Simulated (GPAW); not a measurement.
The system is Hf.

```
Hf
1.0
    -1.80500    1.80500    1.80500
     1.80500   -1.80500    1.80500
     1.80500    1.80500   -1.80500
Hf
1
Cartesian
  0.0000 0.0000 0.0000
```

This isn't the form of Hf at room conditions, which is hcp.

```yaml
Program: GPAW 26.7.0
Task: relaxation of cell and atoms
Functional: PBEsol
Potentials_or_basis: PAW data sets generated in the run's folder for this functional
Cutoff: 600 eV
Basis: pw
k_mesh: 10 × 10 × 10
Occupations: fermi-dirac, width 0.05 eV
Spin: no spin polarisation
```

At the start: pressure -8.7 GPa; volume 23.52 Å³/atom.

**Question.** How do energy, volume and symmetry change on relaxing?

**Answer.** Over 4 steps the energy falls by 61.3 meV/atom and the volume is 21.44 Å³/atom (-8.9 %); space group Im-3m (No. 229, to 0.05 Å).

Step by step:
```
step  energy change (eV)  largest force (eV/Å)  pressure (GPa)  volume (Å³)
   1              0.0000                0.0000           -8.66        23.52
   2             -0.0505                0.0000           -3.91        22.28
   3             -0.0612                0.0000            0.26        21.39
   4             -0.0613                0.0000           -0.01        21.44
```

Final structure:
```cif
data_structure
_symmetry_space_group_name_H-M 'P 1'
_symmetry_Int_Tables_number 1
_cell_length_a 3.0311
_cell_length_b 3.0311
_cell_length_c 3.0311
_cell_angle_alpha 109.471
_cell_angle_beta 109.471
_cell_angle_gamma 109.471
_cell_volume 21.44
loop_
_atom_site_label
_atom_site_type_symbol
_atom_site_fract_x
_atom_site_fract_y
_atom_site_fract_z
_atom_site_occupancy
Hf1 Hf 0.00000 0.00000 0.00000 1
```

Caveat: later steps reuse the first step's grids.
